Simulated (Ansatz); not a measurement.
## Quasi-harmonic thermodynamics of BaTe (Fm-3m)

Wanted: α(T), C_P(T) and B(T) of BaTe in the quasi-harmonic approximation.

Method: DFT r2SCAN, scalar-relativistic, plane waves, PAW, in the first sound run; inputs show where later runs differ, in Ansatz 0.2.0.

Most raw output is cut from this account.

The database entry behind the starting cell differs from later determinations by our own check (about 2.5 % short), so it need not match the best structure at ambient conditions.

## (1) Set-up

Symmetry: Fm-3m, No. 225, cubic system. The conventional cell has a = 6.820 Å, b = 6.820 Å, c = 6.820 Å, α = 90.00°, β = 90.00°, γ = 90.00°. Nearest to Ba lie 6 Te at 3.41 Å. Nearest to Te lie 6 Ba at 3.41 Å. Farther neighbours and most contacts between anions are not listed.

## (2) A first coarse run

Before spending time, one coarse run tells the gap and the pressure of the starting cell.

input.yaml

```yaml
crystal:
  lattice:
    - [0.0, 3.41, 3.41]
    - [3.41, 0.0, 3.41]
    - [3.41, 3.41, 0.0]
  atoms:
    - { symbol: Ba, position: [0.0, 0.0, 0.0] }
    - { symbol: Te, position: [0.5, 0.5, 0.5] }
kpoints:
  mp_grid: { grid: [4, 4, 4] }
hamiltonian:
  xc: r2scan
scf:
  occupations: { method: gaussian, width: 0.1 }
output:
  forces: true
  stress: true
  eigenvalues: true
```

Started as:

```bash
ansatz run input.yaml --threads 4 --pin off --max-ram 8192MiB --backend cpu --events-out ev --progress --plain --runs-dir out
```

Wall time 0.91 s (4 threads of Arm Neoverse V2, shared host); peak memory 0.52 GiB; 2.9 s of CPU time.

A gap read on the k-mesh alone can miss the band edges.

Numbers from this step:

```
pressure          : 4.112 GPa
gap on the k-mesh : 1.774 eV
volume per atom   : 39.65 Å³
```

The start is under 4.1 GPa at this level and looks like an insulator or semiconductor on this mesh.

## (3) Relaxation

Phonons are second derivatives about a minimum, so cell and atoms are relaxed first, inside the symmetry of the start.

input.yaml, the sections that differ from step 2:

```yaml
kpoints:
  mp_grid: { grid: [8, 8, 8] }
scf:
  occupations: { method: gaussian, width: 0.02 }
output:
  forces: true
  stress: true
  eigenvalues: true
  write_density: true
  write_potential: true
  elf: true
  volumetric_format: npy
relax:
  adjacent_minimum: "off"
  f_tol: 0.005
  max_steps: 80
  cell: { stress_tol: 0.05 }
# crystal, hamiltonian: as in step 2
```

Run time: 9.2 s. Hardware: 4 threads; peak memory 0.69 GiB.

Relaxation path:

```
step  energy less that of the first step (eV)  largest force component (eV/Å)  pressure (GPa)  volume (Å³)
   1                                   0.0000                          0.0000            4.05        79.30
   2                                  -0.0970                          0.0000           -0.59        89.87
   3                                  -0.1004                          0.0000           -0.10        88.37
   4                                  -0.1005                          0.0000            0.00        88.07
  5*                                  -0.1010                          0.0000            0.01        88.07
```

Relaxation steps marked * repeat the geometry before them on a plane-wave basis chosen anew for their cell, so energy and pressure can jump there.

The run keeps the 48 symmetry operations that it works with, so distortions that break them were not tested.

```
conventional cell, symmetrised  before  after   change
                         a (Å)   6.820  7.062   +3.6 %
                         b (Å)   6.820  7.062   +3.6 %
                         c (Å)   6.820  7.062   +3.6 %
              volume (Å³/atom)   39.65  44.03  +11.0 %
```

Final coordinates:

```cif
data_structure
_symmetry_space_group_name_H-M 'P 1'
_symmetry_Int_Tables_number 1
_cell_length_a 4.9939
_cell_length_b 4.9939
_cell_length_c 4.9939
_cell_angle_alpha 60.000
_cell_angle_beta 60.000
_cell_angle_gamma 60.000
_cell_volume 88.07
loop_
_atom_site_label
_atom_site_type_symbol
_atom_site_fract_x
_atom_site_fract_y
_atom_site_fract_z
_atom_site_occupancy
Ba1 Ba 0.00000 0.00000 0.00000 1
Te2 Te 0.50000 0.50000 0.50000 1
```

Numbers from this step:

- pressure: 0.008416 GPa
- gap on the k-mesh: 2.002 eV
- volume per atom: 44.03 Å³

ELF in the ac plane of the conventional cell at fractional y = 0.000, with atoms of Ba and Te within 0.2 Å of it. It is the smooth field of the valence electrons, not physical close to the nuclei.

Values, 10 rows by 16 columns, each cell a mean:
```
0.45 0.78 0.71 0.19 0.42 0.69 0.48 0.22 0.17 0.37 0.64 0.60 0.17 0.51 0.82 0.55
0.61 0.50 0.22 0.06 0.29 0.64 0.69 0.64 0.62 0.67 0.69 0.45 0.09 0.13 0.41 0.58
0.39 0.37 0.31 0.16 0.07 0.15 0.22 0.28 0.29 0.25 0.18 0.08 0.09 0.25 0.35 0.39
0.55 0.63 0.71 0.52 0.12 0.20 0.57 0.73 0.74 0.66 0.36 0.08 0.34 0.70 0.68 0.58
0.09 0.30 0.61 0.61 0.18 0.56 0.82 0.40 0.26 0.70 0.75 0.22 0.43 0.68 0.43 0.13
0.17 0.37 0.64 0.60 0.17 0.51 0.82 0.55 0.45 0.78 0.71 0.19 0.42 0.69 0.48 0.22
0.62 0.67 0.69 0.45 0.09 0.13 0.41 0.58 0.61 0.50 0.22 0.06 0.29 0.64 0.69 0.64
0.29 0.25 0.18 0.08 0.09 0.25 0.35 0.39 0.39 0.37 0.31 0.16 0.07 0.15 0.22 0.28
0.74 0.66 0.36 0.08 0.34 0.70 0.68 0.58 0.55 0.63 0.71 0.52 0.12 0.20 0.57 0.73
0.26 0.70 0.75 0.22 0.43 0.68 0.43 0.13 0.09 0.30 0.61 0.61 0.18 0.56 0.82 0.40
```
Columns run along a (7.1 Å), rows up along c (7.1 Å), edges of the conventional cell, whose origin can differ from the input's. Atoms in or near the plane, at fractional coordinates: Ba at (0.00, 0.00), Ba at (0.50, 0.50), Te at (0.50, 0.00), Te at (0.00, 0.50).

Electrostatic potential energy in the ac plane of the conventional cell at fractional y = 0.000, with atoms of Ba and Te within 0.2 Å of it. With pseudopotentials it is smooth inside the atoms' cores, unlike the true potential.

Values in eV, 10 rows by 16 columns, each cell a mean:
```
-33 -27  -8   5   8   4  -6  12  16  -1  -2   8   7  -1 -21 -32
 -7  -2   5   8  10   9   5   0  -1   3   8  10   9   6   1  -6
  7   8   9  10  10   9   8   7   6   7   9  10  10  10   8   7
 -4  -1   7   9   8   5  -4 -13 -15  -8   2   7   9   8   2  -4
 24   4  -4   7   7  -3 -24 -34 -35 -30 -11   5   8   2  -6  20
 16  -1  -2   8   7  -1 -21 -32 -33 -27  -8   5   8   4  -6  12
 -1   3   8  10   9   6   1  -6  -7  -2   5   8  10   9   5   0
  6   7   9  10  10  10   8   7   7   8   9  10  10   9   8   7
-15  -8   2   7   9   8   2  -4  -4  -1   7   9   8   5  -4 -13
-35 -30 -11   5   8   2  -6  20  24   4  -4   7   7  -3 -24 -34
```
Columns run along a (7.1 Å; values clipped at the 3rd and 97th percentile), rows up along c (7.1 Å), edges of the conventional cell, whose origin can differ from the input's. Atoms in or near the plane, at fractional coordinates: Ba at (0.00, 0.00), Ba at (0.50, 0.50), Te at (0.50, 0.00), Te at (0.00, 0.50).

Valence density in the ac plane of the conventional cell at fractional y = 0.000, with atoms of Ba and Te within 0.2 Å of it. It is the smooth field of the valence electrons, not physical close to the nuclei.

Values in e/Å³, 10 rows by 16 columns, each cell a mean:
```
 1  1  1  0  0  0  1  6  7  2  0  0  0  0  1  1
 1  0  0  0  0  0  0  0  0  0  0  0  0  0  0  0
 0  0  0  0  0  0  0  0  0  0  0  0  0  0  0  0
 1  0  0  0  0  0  0  1  1  1  0  0  0  0  0  1
11  3  1  0  0  0  1  1  1  1  1  0  0  0  2  8
 7  2  0  0  0  0  1  1  1  1  1  0  0  0  1  6
 0  0  0  0  0  0  0  0  1  0  0  0  0  0  0  0
 0  0  0  0  0  0  0  0  0  0  0  0  0  0  0  0
 1  1  0  0  0  0  0  1  1  0  0  0  0  0  0  1
 1  1  1  0  0  0  2  8 11  3  1  0  0  0  1  1
```
Columns run along a (7.1 Å), rows up along c (7.1 Å), edges of the conventional cell, whose origin can differ from the input's. Atoms in or near the plane, at fractional coordinates: Ba at (0.00, 0.00), Ba at (0.50, 0.50), Te at (0.50, 0.00), Te at (0.00, 0.50).

The relaxation ends with a pressure of 0.01 GPa.

## (4) A second relaxation

The relaxation is run once more from where the first one ended, as the script does after a large change of volume or of the gap, with mesh and occupations reviewed.

input.yaml, the sections that differ from step 3:

```yaml
crystal:
  lattice:
    - [0.0, 3.5312210603, 3.5312210603]
    - [3.5312210603, 0.0, 3.5312210603]
    - [3.5312210603, 3.5312210603, 0.0]
  atoms:
    - { symbol: Ba, position: [0.0, 0.0, 0.0] }
    - { symbol: Te, position: [0.5, 0.5, 0.5] }
output:
  forces: true
  stress: true
  eigenvalues: true
# kpoints, hamiltonian, scf, relax: as in step 3
```

Wall time 3.9 s (4 threads); peak memory 0.69 GiB.

Little changed from the start: no atom moved by 0.005 Å and no cell edge by 0.1 %.

Numbers from this step:

- pressure: 0.008418 GPa

## (5) Relaxing to small residual forces and stress

The thresholds are tightened for a last relaxation ahead of the phonons, and where mesh or smearing change with them the cell follows.

input.yaml, the sections that differ from step 4:

```yaml
scf:
  occupations: { method: fixed }
relax:
  adjacent_minimum: "off"
  f_tol: 0.001
  max_steps: 60
  cell: { stress_tol: 0.01 }
# crystal, kpoints, hamiltonian, output: as in step 4
```

It took 3.9 s on 4 threads; peak memory 0.69 GiB.

Little changed from the start: no atom moved by 0.005 Å and no cell edge by 0.1 %.

Numbers from this step:

```
pressure : 0.008416 GPa
```

The residual pressure is 0.0084 GPa, small enough for phonons.

## (6) A faulty attempt

This input was changed on purpose, to see how the program answers.

input.yaml, the sections that differ from step 5:

```yaml
scf:
  occupations: { method: fixed }
  max_iter: 50
output:
  eigenvalues: true
phonons:
  method: dfpt
  qmesh: [2, 2, 2]
  amplitude: 0.01
  thermal_expansion: {}
# crystal, kpoints, hamiltonian: as in step 5
# relax: removed
```

The job ended after 0.02 s (4 threads; peak memory 0.031 GiB).

The input was rejected at the start.

The program's message: “Error: invalid value for `phonons.amplitude`: set with method: dfpt — a finite-displacement knob (the displacement step); dfpt computes the analytic response in the run's own cell, with no displaced g …”

The fault put into the input: a displacement amplitude under linear response.

## (7) The quasi-harmonic study, cutoff 580 eV, functional r2SCAN

The study relaxes the crystal at several strains, solves the phonons on some of them and minimises the free energy at each temperature (static energy, vibrations, the electrons in a metal, and PV under a set pressure); the q-mesh sets how far the force constants reach.

Edit input.yaml of step 6 so:

```diff
@@ -14,3 +14,2 @@
   occupations: { method: fixed }
-  max_iter: 50
 output:
@@ -20,3 +19,3 @@
   qmesh: [2, 2, 2]
-  amplitude: 0.01
+  temperatures: { t_max: 800.0, t_step: 50 }
   thermal_expansion: {}
```

Wall time 22 min (4 threads); peak memory 3.2 GiB; 87 min of CPU time.

This step gave:

* pressure: 0.007500 GPa
* volume expansion coefficient at 298 K: 47.72 1e-6/K
* C_P at 298 K: 25.15 J/mol-atom/K
* entropy at 298 K: 50.75 J/mol-atom/K
* isothermal bulk modulus at 298 K: 28.45 GPa
* Grüneisen parameter at 298 K: 1.483
* volume at 298 K: 44.66 Å³/atom
* principal linear expansion coefficients at 298 K: 15.91, 15.91, 15.91 1e-6/K

Strained cells of the study; zero-point energy where phonons were solved; the pressures are stresses at a fixed cutoff and can carry an offset from the finite basis. Expansion cells, by row:

```
cell  |a| (Å)  |b| (Å)  |c| (Å)  V (Å³/atom)  E - E_lowest (meV/atom)  pressure, compression positive (GPa)  gap (eV)  zero-point energy (meV/atom)
   1    4.994    4.994    4.994        44.03                        0                                 0.006     2.002                             -
   2    5.034    5.034    5.034         45.1                    2.313                                 -0.69     2.045                             -
   3    4.954    4.954    4.954        42.99                    2.503                                 0.778     1.957                             -
   4    4.995    4.995    4.995        44.05                        0                                -0.009     2.003                         14.74
   5     5.02     5.02     5.02        44.72                    0.959                                -0.452      2.03                          14.4
   6    5.053    5.053    5.053        45.63                    5.104                                -1.003     2.064                         13.93
   7    5.083    5.083    5.083        46.43                    11.28                                -1.444     2.093                         13.53
   8    4.945    4.945    4.945        42.75                    3.802                                 0.969     1.946                             -
   9     4.97     4.97     4.97         43.4                    0.925                                 0.464     1.975                             -
  10    5.124    5.124    5.124        47.56                    23.35                                 -1.99     2.129                             -
```

Quasi-harmonic; a, b, c are the run's own cell vectors. Expansion, by row:

```
T (K)  a (Å)  b (Å)  c (Å)  alpha (deg)  beta (deg)  gamma (deg)  cell volume (Å³/cell)  alpha_a (1e-6/K)  alpha_b (1e-6/K)  alpha_c (1e-6/K)  alpha_V (1e-6/K)  C_P (J/mol-atom/K)  C_V (J/mol-atom/K)  S (J/mol-atom/K)  B_T (GPa)  B_S (GPa)  Grueneisen  extrapolation  fit error (1e-6/K)
    0  4.999  4.999  4.999           60          60           60                  88.33                 0                 0                 0                 0                   0                   0                 0      30.37      30.37           -              0                   0
   50      5      5      5           60          60           60                  88.38              9.29              9.29              9.29             27.87               16.48               16.45             10.61      30.23      30.29       1.363              0                0.01
  100  5.003  5.003  5.003           60          60           60                  88.54             13.41             13.41             13.41             40.23               22.43                22.3              24.4       29.9      30.07       1.438              0                0.01
  150  5.006  5.006  5.006           60          60           60                  88.72             14.59             14.59             14.59             43.77               23.95               23.72             33.83      29.55      29.83       1.457              0                0.01
  200   5.01   5.01   5.01           60          60           60                  88.92             15.18             15.18             15.18             45.53               24.57               24.25             40.82      29.18      29.57       1.467              0                0.01
  250  5.014  5.014  5.014           60          60           60                  89.13             15.58             15.58             15.58             46.75               24.92                24.5             46.34      28.81      29.31       1.476              0                0.01
298.1  5.018  5.018  5.018           60          60           60                  89.33             15.91             15.91             15.91             47.72               25.15               24.63             50.75      28.45      29.06       1.483              0                0.01
  300  5.018  5.018  5.018           60          60           60                  89.34             15.92             15.92             15.92             47.76               25.16               24.63             50.91      28.44      29.05       1.483              0                0.01
  350  5.022  5.022  5.022           60          60           60                  89.55             16.23             16.23             16.23             48.69               25.34               24.72              54.8      28.06      28.78       1.491              0                0.01
  400  5.026  5.026  5.026           60          60           60                  89.77             16.53             16.53             16.53              49.6               25.51               24.77             58.19      27.68       28.5       1.498              0                0.01
  450   5.03   5.03   5.03           60          60           60                     90             16.84             16.84             16.84             50.51               25.66               24.81             61.21      27.29      28.22       1.506              0                0.01
  500  5.034  5.034  5.034           60          60           60                  90.23             17.14             17.14             17.14             51.43                25.8               24.83             63.92       26.9      27.94       1.513              0                0.02
  550  5.039  5.039  5.039           60          60           60                  90.46             17.46             17.46             17.46             52.38               25.94               24.85             66.38       26.5      27.66       1.521              0                0.02
  600  5.043  5.043  5.043           60          60           60                   90.7             17.79             17.79             17.79             53.37               26.08               24.87             68.65      26.09      27.37       1.529              0                0.02
  650  5.048  5.048  5.048           60          60           60                  90.95             18.13             18.13             18.13             54.39               26.23               24.88             70.74      25.68      27.08       1.538              0                0.02
  700  5.052  5.052  5.052           60          60           60                   91.2             18.49             18.49             18.49             55.46               26.38               24.89             72.69      25.27      26.78       1.546              0                0.02
  750  5.057  5.057  5.057           60          60           60                  91.45             18.86             18.86             18.86             56.58               26.54               24.89             74.51      24.84      26.48       1.555              0                0.02
  800  5.062  5.062  5.062           60          60           60                  91.72             19.25             19.25             19.25             57.76                26.7                24.9             76.23      24.41      26.18       1.564              0                0.03
```

Expansion coefficient against temperature; values in 1e-6/K:

```
temperature (K)  volume  principal 1
              0       0            0
             50    27.9         9.29
            100    40.2         13.4
            150    43.8         14.6
            200    45.5         15.2
            250    46.8         15.6
            298    47.7         15.9
            300    47.8         15.9
            350    48.7         16.2
            400    49.6         16.5
            450    50.5         16.8
            500    51.4         17.1
            550    52.4         17.5
            600    53.4         17.8
            650    54.4         18.1
            700    55.5         18.5
            750    56.6         18.9
            800    57.8         19.2
```

At 298 K the volume expansion is 47.7 × 10⁻⁶/K and B_T is 28.5 GPa. The program raised the cutoff to 580 eV by itself: with no cutoff typed, the study takes about 1.16 times the default for its relaxations and scales it with the volume for the phonons.

(Continued in part 2 of 2.)

[Logs are printed without paths, hosts, clocks, repeated set-up lines and the standing remarks that a program may print on its own settings, such as how far it seeks lower states.]

[Hosts, paths, dates, database ids (printed as entryN), source tags and the programs' standing remarks are cut or masked in the printed files.]

[A step with changed settings may run another functional than the one named; its input shows which.]
